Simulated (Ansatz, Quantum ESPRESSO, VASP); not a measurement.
# NiO: 3 runs at one level of theory

```
CELL_PARAMETERS angstrom
0.00000 2.24063 2.24063
2.24063 0.00000 2.24063
2.24063 2.24063 0.00000
ATOMIC_POSITIONS crystal
Ni 0.00540 0.00058 0.99651
O 0.75128 0.73005 0.75617
```

The cell comes from a database or a generator and needn't be the stable form of this composition.

Atoms were shifted at random by some hundredths of an Å from the given cell, which wasn't relaxed again for these runs.

Alike in all runs: task single point; functional PBE; k mesh 10 × 10 × 10; occupations fermi-dirac, width 0.05 eV; collinear spin, ferromagnetic start; no spin-orbit coupling. A missing gap at this level doesn't show that the real crystal is a metal. Pressure is positive in compression and, in plane waves, holds the error of the finite cutoff.

```csv
program and potentials,plane-wave cutoff (eV),notes,band gap (eV),pressure (GPa),net moment per atom (μB),largest force (eV/Å)
"Ansatz, all-electron LAPW, scalar-relativistic",-,-,no gap,0.49,0.97,0.481
"Quantum ESPRESSO, SSSP 1.3 efficiency PBE",748,12 valence electrons an atom on average,no gap,0.19,0.96,0.471
"VASP, PBE PAW files Ni, O, 520 eV",520,8 valence electrons an atom on average,no gap,0.55,0.95,0.484
```

Force on atom 2 (O), eV/Å:

| program and potentials | x | y | z |
| --- | --- | --- | --- |
| Ansatz, all-electron LAPW, scalar-relativistic | 0.204 | -0.140 | 0.413 |
| Quantum ESPRESSO, SSSP 1.3 efficiency PBE | 0.200 | -0.138 | 0.403 |
| VASP, PBE PAW files Ni, O, 520 eV | 0.206 | -0.141 | 0.415 |

None finds a gap. The pressure spans 0.19 (Quantum ESPRESSO, SSSP 1.3 efficiency PBE) to 0.55 GPa (VASP, PBE PAW files Ni, O, 520 eV), with all-electron results at 0.49. The net moment per atom spans 0.95 (VASP, PBE PAW files Ni, O, 520 eV) to 0.97 μB (Ansatz, all-electron LAPW, scalar-relativistic), with all-electron results at 0.97. The state is the one that the start led to, which needn't be the lowest.

The functional is the same throughout but for its coding, so the spread measures potentials, basis and numerics; runs on potential files found faulty are left out.
